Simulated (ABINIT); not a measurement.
## Moving the functional in WSi2

The cell as given:

The structure is tetragonal, space group I4/mmm (No. 139). Conventional cell: a = 3.214 Å, b = 3.214 Å, c = 7.830 Å, α = 90.00°, β = 90.00°, γ = 90.00°. W (site symmetry 4/mmm) is surrounded by 10 Si at 2.62 Å. Si (site symmetry 4mm) has 5 Si at 2.59 to 2.63 Å and 5 W at 2.62 Å as nearest neighbours.

Kept alike: task relaxation of cell and atoms; k mesh 8 × 8 × 8; occupations fermi-dirac, width 0.05 eV; no spin polarisation. Program: ABINIT, JTH PAW PBE v2.0, cutoff 517 eV. The mesh is that of the run's cell of 3 atoms. No spin-orbit coupling.

| run | volume (Å³/atom) |
| --- | --- |
| A | 13.733 |
| B | 13.798 |
| C | 13.277 |
| D | 13.445 |

The relaxations keep at least the cell's symmetry (I4/mmm). For a metal such a mesh leaves the last digits unconverged. Relaxations stop with a little pressure left, so the last digits of a volume or edge aren't settled. All rows use potentials made for PBE.

Question: The runs differ in the functional alone: AM05; PW91; WC; revPBE. Which run is which?

Answer: Run A is PW91; run B is revPBE; run C is AM05; run D is WC. The volume runs from 13.277 (AM05) to 13.798 Å³/atom (revPBE).

The volumes fall into two groups, with AM05 and WC compact and PW91 and revPBE expanded. This follows from how strongly each functional rewards density gradients. Stretching the bonds makes the valence density more inhomogeneous, so an exchange enhancement that rises steeply with the reduced gradient favours a larger cell. WC softens that rise at the moderate gradients typical of dense solids, while AM05 is built from the uniform gas and the jellium surface; both therefore bind more tightly.

revPBE departs from PBE-like exchange mainly at large gradients, which are scarce in a close-packed silicide. This probably explains why it lies only slightly above PW91, and it makes that pair the least secure part of the assignment. The stiff W–Si bonding, with W d and Si p character, also helps keep the whole spread modest.

The order shows relative binding tendencies, not accuracy: the cell as given falls between the WC and PW91 volumes, but without a stated origin it cannot serve as an experimental benchmark.
